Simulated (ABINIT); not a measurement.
Runs of ABINIT 10.8.3 (patched build) on ZrC. Symmetry: P6_3/mmc, No. 194, hexagonal system. Conventional cell: a = 3.391 Å, b = 3.391 Å, c = 5.290 Å, α = 90.00°, β = 90.00°, γ = 120.00°. Around Zr (site symmetry -6m2) lie 6 C at 2.36 Å. Around C (site symmetry -3m) lie 6 Zr at 2.36 Å and 2 C at 2.65 Å. The cell comes from a database or a generator and needn't be the stable form of this composition.

| task | level | potentials or basis | cell | k mesh | cutoff (eV) | fine-grid cutoff | cell freedom (optcell) | cutoff smearing ecutsm (Ha) | optimiser (ionmov) | force stop (Ha/bohr) | gap on the mesh (eV) | pressure (GPa) | relaxed volume (Å³/atom) |
| --- | --- | --- | --- | --- | --- | --- | --- | --- | --- | --- | --- | --- | --- |
| band structure | TB-mBJ | JTH PAW LDA v2.0 | as given | 9 × 9 × 5 | 626 | 1224.51 eV | - | - | - | - | none | - | - |
| band structure | LDA | JTH PAW LDA v2.0 | as given | 9 × 9 × 5 | 517 | 1034.03 eV | - | - | - | - | none | -11.9 | - |
| relaxation of cell and atoms | LDA | JTH PAW LDA v2.0 | relaxed | 9 × 9 × 5 | 517 | 1034.03 eV | 2 | 0.5 | 22 | 0.0005 | none | 0.0 | 12.49 |
| band structure | PBEsol | PseudoDojo NC SR PBEsol v0.4.1 standard | as given | 9 × 9 × 5 | 1116 | - | - | - | - | - | none | -7.6 | - |
| relaxation of cell and atoms | PBEsol | PseudoDojo NC SR PBEsol v0.4.1 standard | relaxed | 6 × 6 × 4 | 1116 | - | 2 | 0.5 | 22 | 0.0005 | none | 0.0 | (a) |

Alike in all rows: no spin polarisation; smearing fermi-dirac 0.05 eV.

Question: Fill in the values left out.

Answer: (a) 12.73.

Caveats: the constant c of TB-mBJ comes from the pseudo density here, which moves gaps by up to 0.3 eV between sets of potentials (some runs); the PAW data sets were made with another functional, which shifts forces and pressure a little (some runs).

A k mesh can miss the band edges, and the runs leave out spin-orbit coupling on Zr.

A gap of «none» marks a metal or a gap under the smearing width.

Not every run made on this cell is shown here.
